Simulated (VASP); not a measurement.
Sb: single point with LDA

Sb:

```xyz
2
Lattice="2.1542 1.2437 3.7580 -2.1542 1.2437 3.7580 0.0000 -2.4875 3.7580" Properties=species:S:1:pos:R:3 pbc="T T T"
Sb    0.0000    0.0000    8.6416
Sb    0.0000    0.0000    2.6324
```

- Program: VASP 6.6.1
- Task: single point
- Functional: LDA
- Potentials or basis: VASP PAW LDA potentials, release 64 (Sb)
- Cutoff: 500 eV
- k mesh: 8 × 8 × 8
- Occupations: gaussian, width 0.05 eV
- Spin: no spin polarisation

```yaml
Pressure: -0.9 GPa
Largest_force: 0.064 eV/Å
Band_gap_on_the_k_mesh: none (metal or under the smearing width)
```

Forces in eV/Å, atoms in the order of the input:
```
Sb   0.000  0.000 -0.064
Sb   0.000  0.000  0.064
```

Stress tensor (GPa, compression positive):
```
-0.70  0.00  0.00
 0.00 -0.70  0.00
 0.00  0.00 -1.36
```

Levels at points of the mesh, in eV from the Fermi level:
```
           k point  band 1  band 2  band 3  band 4  band 5  band 6  band 7  band 8  band 9
(0.00, 0.00, 0.00)  -12.81   -4.96   -2.12   -1.86   -1.86    1.99    2.60    2.60    5.02
(0.50, 0.00, 0.00)  -10.46   -9.72   -1.99   -1.88   -0.35   -0.31    0.10    0.44    7.44
(0.50, 0.50, 0.00)  -10.45   -8.11   -5.49   -3.80   -3.71    1.47    4.82    5.40    6.78
(0.50, 0.50, 0.50)  -11.28   -9.06   -1.37   -1.37   -0.60    0.07    0.07    1.05    6.87
```

It took 34 s on 1 thread of Intel(R) Xeon(R) Platinum 8375C CPU @ 2.90GHz (Ice Lake), with other jobs on the host, peak memory 0.18 GiB.

The run has no spin-orbit coupling, so splittings on Sb are missing.
